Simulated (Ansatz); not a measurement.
Pd:

```xyz
2
Lattice="2.7837 0.0000 0.0000 -1.3918 2.4107 0.0000 0.0000 0.0000 4.6289" Properties=species:S:1:pos:R:3 pbc="T T T"
Pd    0.0000    1.6071    1.1572
Pd    1.3918    0.8036    3.4717
```

This isn't the form of Pd at room conditions, which is fcc.

```yaml
Program: Ansatz 0.2.0
Task: relaxation of cell and atoms
Functional: BLYP
Potentials_or_basis: Ansatz PAW
Cutoff: "420 eV (not typed: the program's choice for these potentials)"
k_mesh: 11 × 11 × 6
Occupations: fermi-dirac, width 0.05 eV
Spin: no spin polarisation
```

At the start: volume 15.53 Å³/atom.

**Question.** How do energy, volume and symmetry change on relaxing?

**Answer.** It ends after 6 steps and the volume is 16.44 Å³/atom (+5.8 %); space group P6_3/mmc (No. 194, to 0.05 Å).

The path:
| step | energy change (eV) | largest force (eV/Å) | volume (Å³) |
| --- | --- | --- | --- |
| 1 | 0.0000 | 0.0000 | 31.06 |
| 2 | -0.0209 | 0.0000 | 34.33 |
| 3 | -0.0449 | 0.0000 | 33.05 |
| 4 | -0.0454 | 0.0000 | 32.85 |
| 5 | -0.0454 | 0.0000 | 32.87 |
| 6 | -0.0459 | 0.0000 | 32.87 |

Final structure:
```
Pd
1.0
     2.83088    0.00000    0.00000
    -1.41544    2.45161    0.00000
     0.00000    0.00000    4.73632
Pd
2
Direct
  0.33333 0.66667 0.25000
  0.66667 0.33333 0.75000
```

Caveat: the plane-wave basis is chosen anew once the cell has moved, so the energies of steps on either side of that aren't comparable; the PAW data sets come from PBE, with cores solved anew for the run's functional, which leaves a small shift of forces and pressure.
